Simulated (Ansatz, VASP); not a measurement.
**F in VASP and in Ansatz**

File INCAR:

```
SYSTEM = F
PREC = Accurate
ENCUT = 520
EDIFF = 1E-6
ISMEAR = 0
SIGMA = 0.02
LREAL = .False.
LASPH = .True.
NELM = 100
ALGO = Fast
ISIF = 2
LWAVE = .False.
LCHARG = .False.
GGA = PS
NBANDS = 22
```

The input KPOINTS:

```
Automatic mesh
0
Gamma
  14 14 6
  0 0 0
```

Contents of POSCAR:

```
F
1.0
    2.4516282333     -1.6203387152      0.0000000000
    2.4516282333      1.6203387152      0.0000000000
    0.0000000000      0.0000000000      6.6097654368
F
4
Direct
    0.8500000000      0.1500000000      0.1170000000
    0.6500000000      0.3500000000      0.6170000000
    0.1500000000      0.8500000000      0.8830000000
    0.3500000000      0.6500000000      0.3830000000
```

Input for Ansatz:

```yaml
crystal:
  lattice:
    - [2.4516282333, -1.6203387152, 0.0]
    - [2.4516282333, 1.6203387152, 0.0]
    - [0.0, 0.0, 6.6097654368]
  atoms:
    - { symbol: F, position: [0.85, 0.15, 0.117] }
    - { symbol: F, position: [0.65, 0.35, 0.617] }
    - { symbol: F, position: [0.15, 0.85, 0.883] }
    - { symbol: F, position: [0.35, 0.65, 0.383] }
basis:
  ecutwfc: 420
kpoints:
  mp_grid: { grid: [14, 14, 6] }
hamiltonian:
  xc: pbesol
scf:
  occupations: { method: gaussian, width: 0.02 }
output:
  forces: true
  stress: true
  eigenvalues: true
```

Alike in both runs: task single point; functional PBEsol; k mesh 14 × 14 × 6; occupations gaussian, width 0.02 eV; no spin polarisation.

|  | VASP | Ansatz |
| --- | --- | --- |
| version | VASP 6.6.1 | Ansatz 0.2.0 |
| potentials or method | VASP PAW PBE potentials, release 64 (F) | scalar-relativistic, plane waves, PAW |
| plane-wave cutoff (eV) | 520 | 420 |
| valence electrons in the cell | 28 | 28 |

Ansatz gave:

```
gap on the k mesh at the Fermi level (eV)       : 0.32
least direct gap on the mesh (eV)               : 0.33
pressure (GPa)                                  : -14.4
largest component of the traceless stress (GPa) : 17.04
rms of the force components (eV/Å)              : 1.489
```

Q: What did VASP give for the same quantities?

A: gap on the k mesh at the Fermi level (eV): 0.30; least direct gap on the mesh (eV): 0.31; pressure (GPa): -14.9; largest component of the traceless stress (GPa): 16.81; rms of the force components (eV/Å): 1.455.

Atom by atom the forces differ by 0.035 eV/Å (rms over components).

Caveats: the PAW data sets were made with another functional, which shifts forces and pressure a little (VASP). A k mesh can miss the band edges.
